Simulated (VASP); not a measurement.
# Ru in VASP: notebook

The runs below take Ru through single point, with PBEsol.

Everything below comes from runs of VASP 6.6.1. Logs are shortened: lines on timing, memory, paths and dates and some standing lists are left out, and cuts for length are marked.

## (1) Starting point

The cell holds a slab with vacuum, 11 atoms: a = 2.706 Å, b = 2.706 Å, c = 38.810 Å, α = 90.00°, β = 90.00°, γ = 60.00°.

The cell was built by a generator and needn't be a form met in nature.

## (2) Single point, PBEsol

Contents of INCAR:

```
PREC = Accurate
ENCUT = 520
EDIFF = 1E-6
ISMEAR = 0
SIGMA = 0.1
LREAL = F
LASPH = T
NELM = 80
ALGO = Fast
ISIF = 2
LWAVE = F
LCHARG = F
LDIPOL = T
IDIPOL = 3
DIPOL = 0.5 0.5 0.500
GGA = PS
NBANDS = 88
```

Contents of KPOINTS:

```
regular mesh
0
Gamma
  16 16 1
```

Contents of POSCAR:

```
Ru
1.0
    2.7060000000      0.0000000000      0.0000000000
    1.3530000000      2.3434647426      0.0000000000
    0.0000000000      0.0000000000     38.8100000000
Ru
11
Direct
    0.0000000000      0.0000000000      0.2291720271
    0.3333333333      0.3333333333      0.2816023751
    0.0000000000      0.0000000000      0.3361556906
    0.3333333333      0.3333333333      0.3909314347
    0.0000000000      0.0000000000      0.4455214055
    0.3333333333      0.3333333333      0.4999999993
    0.0000000000      0.0000000000      0.5544785929
    0.3333333333      0.3333333333      0.6090685631
    0.0000000000      0.0000000000      0.6638443087
    0.3333333333      0.3333333333      0.7183976253
    0.0000000000      0.0000000000      0.7708279776
```

Potentials or basis: VASP PAW PBE potentials, release 64 (Ru_pv).

The run is started by

```
cat potpaw_PBE.64/Ru_pv/POTCAR > POTCAR
mpirun -np 1 vasp_std > vasp.out
```

OUTCAR:

```text
PREC = Accurate
   ENCUT = 520
   EDIFF = 1E-6
   ISMEAR = 0
   LREAL = F
   LASPH = T
   NELM = 80
   ISIF = 2
   GGA = PS

 ion  position               nearest neighbor table
   1  0.000  0.000  0.229-   2 2.57   2 2.57   2 2.57
   2  0.333  0.333  0.282-   1 2.57   1 2.57   1 2.57   3 2.63   3 2.63   3 2.63
   3  0.000  0.000  0.336-   2 2.63   2 2.63   2 2.63   4 2.64   4 2.64   4 2.64
   4  0.333  0.333  0.391-   5 2.63   5 2.63   5 2.63   3 2.64   3 2.64   3 2.64
   5  0.000  0.000  0.446-   6 2.63   6 2.63   6 2.63   4 2.63   4 2.63   4 2.63
   6  0.333  0.333  0.500-   7 2.63   7 2.63   7 2.63   5 2.63   5 2.63   5 2.63
   7  0.000  0.000  0.554-   6 2.63   6 2.63   6 2.63   8 2.63   8 2.63   8 2.63
   8  0.333  0.333  0.609-   7 2.63   7 2.63   7 2.63   9 2.64   9 2.64   9 2.64
   9  0.000  0.000  0.664-  10 2.63  10 2.63  10 2.63   8 2.64   8 2.64   8 2.64
  10  0.333  0.333  0.718-  11 2.57  11 2.57  11 2.57   9 2.63   9 2.63   9 2.63
  11  0.000  0.000  0.771-  10 2.57  10 2.57  10 2.57

  LATTYP: Found a hexagonal cell.
 ALAT       =     2.7060000000
 C/A-ratio  =    14.3422025131

  Lattice vectors:

 A1 = (  -1.3530000000,  -2.3434647426,   0.0000000000)
 A2 = (   2.7060000000,   0.0000000000,   0.0000000000)
 A3 = (   0.0000000000,   0.0000000000,  38.8100000000)

Analysis of symmetry for initial positions (statically):
=====================================================================
 Subroutine PRICEL returns:
 Original cell was already a primitive cell.

 Routine SETGRP: Setting up the symmetry group for a
 hexagonal supercell.

 Subroutine GETGRP returns: Found 12 space group operations
 (whereof 12 operations were pure point group operations)
 out of a pool of 24 trial point group operations.

The static configuration has the point symmetry D_3h.

Analysis of symmetry for dynamics (positions and initial velocities):
=====================================================================
 Subroutine PRICEL returns:
 Original cell was already a primitive cell.

 Routine SETGRP: Setting up the symmetry group for a
 hexagonal supercell.

 Subroutine GETGRP returns: Found 12 space group operations
 (whereof 12 operations were pure point group operations)
 out of a pool of 24 trial point group operations.

The dynamic configuration has the point symmetry D_3h.

 Subroutine INISYM returns: Found 12 space group operations
 (whereof 12 operations are pure point group operations),
 and found     1 'primitive' translations

----------------------------------------------------------------------------------------

                                     Primitive cell

  volume of cell :     246.1103

  direct lattice vectors                    reciprocal lattice vectors
     2.706000000  0.000000000  0.000000000     0.369549150 -0.213359301  0.000000000
     1.353000000  2.343464743  0.000000000     0.000000000  0.426718603  0.000000000
     0.000000000  0.000000000 38.810000000     0.000000000  0.000000000  0.025766555

  length of vectors
     2.706000000  2.706000000 38.810000000     0.426718603  0.426718603  0.025766555

  position of ions in fractional coordinates (direct lattice)
     0.000000000  0.000000000  0.229172027
     0.333333333  0.333333333  0.281602375
     0.000000000  0.000000000  0.336155691
     0.333333333  0.333333333  0.390931435
     0.000000000  0.000000000  0.445521406
     0.333333333  0.333333333  0.499999999
     0.000000000  0.000000000  0.554478593
     0.333333333  0.333333333  0.609068563
     0.000000000  0.000000000  0.663844309
     0.333333333  0.333333333  0.718397625
     0.000000000  0.000000000  0.770827978

  ion indices of the primitive-cell ions
   primitive index   ion index
                 1           1
                 2           2
                 3           3
                 4           4
                 5           5
                 6           6
                 7           7
                 8           8
                 9           9
                10          10
                11          11

----------------------------------------------------------------------------------------

 KPOINTS: regular mesh

Automatic generation of k-mesh.
 Grid dimensions read from file:
 generate k-points for:   16   16    1

 Generating k-lattice:

  Cartesian coordinates                     Fractional coordinates (reciprocal lattice)
     0.023096822 -0.013334956  0.000000000     0.062500000 -0.000000000  0.000000000
     0.000000000  0.026669913  0.000000000     0.000000000  0.062500000  0.000000000
     0.000000000  0.000000000  0.025766555     0.000000000  0.000000000  1.000000000

  Length of vectors
     0.026669913  0.026669913  0.025766555

  Shift w.r.t. Gamma in fractional coordinates (k-lattice)
     0.000000000  0.000000000  0.000000000

 Subroutine IBZKPT returns following result:
 ===========================================

 Found     30 irreducible k-points:

 Following reciprocal coordinates:
            Coordinates               Weight
  0.000000  0.000000  0.000000      1.000000
  0.062500  0.000000  0.000000      6.000000
  0.125000  0.000000  0.000000      6.000000
  0.187500  0.000000  0.000000      6.000000
  0.250000  0.000000  0.000000      6.000000
  0.312500  0.000000  0.000000      6.000000
[... 16 lines left out ...]
  0.375000  0.187500  0.000000      6.000000
  0.437500  0.187500  0.000000     12.000000
 [... further k-points ...]
   k-points           NKPTS =     30   k-points in BZ     NKDIM =     30   number of bands    NBANDS=     88
   number of dos      NEDOS =    301   number of ions     NIONS =     11
   total plane-waves  NPLWV = 117600
   dimension x,y,z NGX =    20 NGY =   20 NGZ =  294
   dimension x,y,z NGXF=    40 NGYF=   40 NGZF=  588
   ions per type =              11
   NGX,Y,Z   is equivalent  to a cutoff of  12.29, 12.29, 12.59 a.u.
   NGXF,Y,Z  is equivalent  to a cutoff of  24.57, 24.57, 25.19 a.u.
 SYSTEM =  unknown system
   PREC   = accura    normal or accurate (medium, high low for compatibility)
   ISTART =      0    job   : 0-new  1-cont  2-samecut
   ICHARG =      2    charge: 1-file 2-atom 10-const
   ISPIN  =      1    spin polarized calculation?
   LNONCOLLINEAR =      F non collinear calculations
   LSORBIT =      F    spin-orbit coupling
   LASPH  =      T    aspherical Exc in radial PAW
   ENCUT  =  520.0 eV  38.22 Ry    6.18 a.u.   5.03  5.03 72.16*2*pi/ulx,y,z
   NELM   =     80;   NELMIN=  2; NELMDL= -5     # of ELM steps
   EDIFF  = 0.1E-05   stopping-criterion for ELM
   LREAL  =      F    real-space projection
[... 7 lines left out ...]
   TEBEG  =    0.0;   TEEND  =   0.0 temperature during run
   PSTRESS=    0.0 pullay stress
   NELECT =     154.0000    total number of electrons
   NUPDOWN=      -1.0000    fix difference up-down
   EMIN   =  10.00;   EMAX   =-10.00  energy-range for DOS
   EFERMI =   0.00;   METHOD = LEGACY
   ISMEAR =     0;   SIGMA  =   0.10  broadening in eV -4-tet -1-fermi 0-gaus
   EFERMI_NEDOS =   21; number of points for ismear=-14 and -15
   IALGO  =     68    algorithm
   IMIX   =      4    mixing-type and parameters
     AMIX     =   0.40;   BMIX     =  1.00
     AMIX_MAG =   1.60;   BMIX_MAG =  1.00
  volume/ion in A,a.u.               =      22.37       150.98
  Fermi-wavevector in a.u.,A,eV,Ry     =   1.400249  2.646086 26.676887  1.960696
  Thomas-Fermi vector in A             =   2.523228
   LORBIT       =      0    0 simple, 1 ext, 2 COOP (PROOUT), +10 PAW based schemes
   GGA     = PS    functional components
   LHFCALC =     F    Hartree Fock is set to
   AEXX    =    0.0000 exact exchange contribution
   IVDW    =     0    specifies the selected vdW correction
   LEPSILON=     F    determine dielectric tensor
   LRPA    =     F    only Hartree local field effects (RPA)
 non-spin polarized calculation
 RMM-DIIS sequential band-by-band and
 Gauss-broadening in eV      SIGMA  =   0.10
  energy-cutoff  :      520.00
  volume of cell :      246.11
 maximum number of plane-waves:      6705
   NGX =  9   NGY =  9   NGZ =145

 dipolmoment           0.000000      0.000000     -0.000000 electrons x Angstroem

 number of electron     153.9999981 magnetization

 dipolmoment           0.000000      0.000000      0.000000 electrons x Angstroem

 Free energy of the ion-electron system (eV)
  ---------------------------------------------------
  ext. energy  EPLUGINS =         0.00000000
  ---------------------------------------------------
  free energy    TOTEN  =      -109.48581361 eV

  energy without entropy =     -109.44096508  energy(sigma->0) =     -109.46338935

 E-fermi :   5.7729     XC(G=0):  -9.1160

 val. band max:        5.7710411122   @ k =   0.3750   0.1250   0.0000
 cond. band min:       5.7820157733   @ k =   0.3125   0.0625   0.0000
 fundamental gap:      0.0109746611
 Fermi energy:         5.7729203741

 k-point     1 :       0.0000    0.0000    0.0000
  band No.  band energies     occupation
      1     -37.9392      2.00000
      2     -37.9148      2.00000
      3     -37.8270      2.00000
      4     -37.6618      2.00000
      5     -37.4777      2.00000
      6     -37.2852      2.00000
[... 80 lines left out ...]
     87       6.3434      0.00000
     88       6.7538      0.00000

 k-point     2 :       0.0625    0.0000    0.0000
  band No.  band energies     occupation
      1     -37.9263      2.00000
      2     -37.9036      2.00000
      3     -37.8178      2.00000
      4     -37.6572      2.00000
      5     -37.4797      2.00000
      6     -37.2966      2.00000
[... 1991 lines left out ...]
     87       7.0904      0.00000
     88       7.1081      0.00000

 k-point    24 :       0.4375    0.1875    0.0000
  band No.  band energies     occupation
      1     -37.7475      2.00000
      2     -37.7456      2.00000
      3     -37.7089      2.00000
      4     -37.7030      2.00000
      5     -37.6619      2.00000
      6     -37.6452      2.00000
[... 80 lines left out ...]
     87       7.4736      0.00000
     88       7.4886      0.00000

 [... further k-points ...]

------------------------ aborting loop because EDIFF is reached ----------------------------------------

 vacuum level on the upper side and lower side of the slab       (xc-potential included)        -0.140        -0.140

  FORCE on cell =-STRESS in cart. coord.  units (eV):
  Direction    XX          YY          ZZ          XY          YZ          ZX
  --------------------------------------------------------------------------------------
  -------------------------------------------------------------------------------------
  Total       -6.3431808     -6.3431808     -0.0135260      0.0000000     -0.0000000      0.0000000
  in kB      -41.2940819    -41.2940819     -0.0880540      0.0000000     -0.0000000      0.0000000
  external PRESSURE =     -27.5587393 kB  Pullay stress =       0.0000000 kB

 VOLUME and BASIS-vectors are now :
 -----------------------------------------------------------------------------
  energy-cutoff  :      520.00
  volume of cell :      246.11
      direct lattice vectors                 reciprocal lattice vectors
     2.706000000  0.000000000  0.000000000     0.369549150 -0.213359301  0.000000000
     1.353000000  2.343464743  0.000000000     0.000000000  0.426718603  0.000000000
     0.000000000  0.000000000 38.810000000     0.000000000  0.000000000  0.025766555

 POSITION                                       TOTAL-FORCE (eV/Angst)
 -----------------------------------------------------------------------------------
      0.00000      0.00000      8.89417        -0.000000     -0.000000     -0.017272
      1.35300      0.78115     10.92899         0.000000     -0.000000      0.011722
      0.00000      0.00000     13.04620        -0.000000      0.000000      0.002366
      1.35300      0.78115     15.17205         0.000000      0.000000     -0.002793
      0.00000      0.00000     17.29069        -0.000000      0.000000      0.000703
      1.35300      0.78115     19.40500         0.000000     -0.000000      0.000000
      0.00000      0.00000     21.51931         0.000000      0.000000     -0.000703
      1.35300      0.78115     23.63795         0.000000      0.000000      0.002793
      0.00000      0.00000     25.76380        -0.000000      0.000000     -0.002366
      1.35300      0.78115     27.88101        -0.000000     -0.000000     -0.011722
      0.00000      0.00000     29.91583        -0.000000     -0.000000      0.017272
 -----------------------------------------------------------------------------------
    total drift:                                0.000001      0.000000      0.000013

  FREE ENERGIE OF THE ION-ELECTRON SYSTEM (eV)
  ---------------------------------------------------
  free  energy   TOTEN  =      -109.4858136060 eV

  energy  without entropy=     -109.4409650841  energy(sigma->0) =     -109.46338935

 vacuum level on the upper side and lower side of the slab        10.770        10.770
```

Wall time 20 min (1 thread of Intel Xeon Platinum 8559C (Emerald Rapids), shared host); peak memory 0.58 GiB.

Results:

* Free energy: -109.4858 eV
* Largest force: 0.017 eV/Å
* Band gap on the k mesh: none (metal or under the smearing width)

Forces in eV/Å, atoms in the order of the input:
```
Ru   0.000  0.000 -0.017
Ru   0.000  0.000  0.012
Ru   0.000  0.000  0.002
Ru   0.000  0.000 -0.003
Ru   0.000  0.000  0.001
Ru   0.000  0.000  0.000
Ru   0.000  0.000 -0.001
Ru   0.000  0.000  0.003
Ru   0.000  0.000 -0.002
Ru   0.000  0.000 -0.012
Ru   0.000  0.000  0.017
```

Levels at points of the mesh, in eV from the Fermi level:
| k point | band 71 | band 72 | band 73 | band 74 | band 75 | band 76 | band 77 | band 78 | band 79 | band 80 |
| --- | --- | --- | --- | --- | --- | --- | --- | --- | --- | --- |
| (0.00, 0.00, 0.00) | -2.06 | -2.01 | -2.01 | -1.41 | -1.41 | -1.38 | -1.10 | -1.10 | -0.74 | -0.74 |
| (0.50, 0.00, 0.00) | 0.39 | 0.48 | 0.95 | 1.30 | 1.34 | 1.36 | 1.36 | 1.36 | 1.55 | 1.60 |

Caveat: the PAW data sets were made with another functional, which shifts forces and pressure a little.

(Part 1 of 2 ends here.)
